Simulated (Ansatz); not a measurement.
KBr: the change of pressure with volume scale

All results are calculated (Ansatz 0.2.0). Periodic Kohn-Sham DFT of a crystal at fixed atoms, scaled to volume_scale times the given cell; pressure positive in compression, energy less spherical unpolarised free atoms, largest_vzz the field gradient of largest size among the nuclei.

The cell before it is scaled or strained (space group F-43m, No. 216):
```
CELL_PARAMETERS angstrom
0.00000 3.71470 3.71470
3.71470 0.00000 3.71470
3.71470 3.71470 0.00000
ATOMIC_POSITIONS crystal
K 0.00000 0.00000 0.00000
Br 0.25000 0.25000 0.25000
```

Settings of every row: method frozen-core PAW; functional PBE; relativity scalar; k mesh 11x11x11; filling fermi-dirac; smearing width 0.08 eV; wave cutoff 420 eV; paw set soft_2.

Atom start moment: 0 on all atoms.

Limits: the cell comes from a prototype or a list of computed structures and needn't be the stable phase.

| row | volume scale | V (Å³/atom) | pressure (GPa) |
| --- | --- | --- | --- |
| 1 | 0.95 | 48.696 | 0.588 |
| 2 | 0.975 | 49.978 | 0.298 |
| 3 | 1 | 51.259 | 0.047 |
| 4 | 1.025 | 52.541 | ? |
| 5 | 1.05 | 53.822 | -0.361 |

Question: what pressure should row 4 give?

Worked fit of pressure. Take u = (V_r/V)^(2/3) − 1 with V_r = 50.618 Å³ an atom, which is twice the finite (Eulerian) strain; such expansions in the strain, on which the Birch-Murnaghan equation of state is built, carry the rest volume and the bulk modulus. The shown rows have u = 0.02614, 0.00852, -0.00835, -0.04009. Least squares give pressure = 0.1682 + 14.926 × u + 43.07 × u² GPa; a straight line predicts inner rows, each left out in turn, worse (root mean square 0.03 against 0.001 GPa). All shown rows lie on it to the printed digit. The pressure vanishes at u = -0.0117, or V = 51.52 Å³ an atom, and there the bulk modulus at fixed shape and fractions is B = −V dP/dV = (2/3)(1 + u) dP/du = 9.17 GPa. The withheld row has u = -0.02455, so the fit gives 0.1682 + 14.926 × (-0.02455) + 43.07 × (-0.02455)² = -0.172 GPa.

The calculation gave -0.171 GPa. The fit lies 0.001 GPa (0.11 % of the column's range) below it, one unit of the last digit.
